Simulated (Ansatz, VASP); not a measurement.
**Two plane-wave programs on Ni**

INCAR

```
PREC = Accurate
ENCUT = 520
EDIFF = 1E-6
ISMEAR = -1
SIGMA = 0.1
LREAL = False
LASPH = True
NELM = 60
ALGO = Normal
ISIF = 2
LWAVE = False
LCHARG = False
GGA = PS
NBANDS = 17
```

KPOINTS

```
regular mesh
0
Gamma
  17 17 9
```

POSCAR

```
Ni
1.0
    2.5375380778      0.0000000000      0.0000000000
   -1.2687690389      2.1975724384      0.0000000000
    0.0000000000      0.0000000000      4.1722003425
Ni
2
Direct
    0.3333333333      0.6666666667      0.2500000000
    0.6666666667      0.3333333333      0.7500000000
```

Input for Ansatz:

```yaml
crystal:
  lattice:
    - [2.5375380778, 0.0, 0.0]
    - [-1.2687690389, 2.1975724384, 0.0]
    - [0.0, 0.0, 4.1722003425]
  atoms:
    - { symbol: Ni, position: [0.3333333333, 0.6666666667, 0.25] }
    - { symbol: Ni, position: [0.6666666667, 0.3333333333, 0.75] }
hamiltonian:
  xc: pbesol
  pseudopotentials:
    kind: paw
    azcp:
      Ni: "pseudopotentials/Ni.paw.azcp"
basis:
  ecutwfc: 420
  fft_grid_basis: typed
kpoints:
  mp_grid: { grid: [17, 17, 9], shift: [0, 0, 0] }
magnetization:
  spin_polarized: false
scf:
  occupations: { method: fermi_dirac, width: 0.1 }
  lower_state_search: "off"
output:
  stress: true
```

Alike in both runs: task single point; functional PBEsol; k mesh 17 × 17 × 9; occupations fermi-dirac, width 0.1 eV; no spin polarisation.

|  | VASP | Ansatz |
| --- | --- | --- |
| version | VASP 6.6.1 | Ansatz 0.2.0 |
| potentials or method | VASP PAW PBE potentials, release 64 (Ni) | plane waves (420 eV) with PAW, scalar-relativistic |
| plane-wave cutoff (eV) | 520 | 420 |
| valence electrons in the cell | 20 | 36 |

```csv
,VASP,Ansatz,Ansatz less VASP
pressure (GPa),-19.4,-19.8,-0.34
largest component of the traceless stress (GPa),0.08,0.03,-0.053
```

With one functional, cell and mesh, what is left measures potentials, basis and numerics. The two sets of potentials don't hold the same shells in valence. Ansatz warned: «pseudo_functional_mismatch».

Caveats: so large a pressure means that the cell lies far from this level's equilibrium, or that cutoff or potentials fall short (VASP); the potentials were made for another functional, which shifts forces and pressure (VASP); the run has no spin polarisation, though such a crystal can be magnetic. Spin polarisation is off, so any magnetic state and its effect on volume and gap are missing.
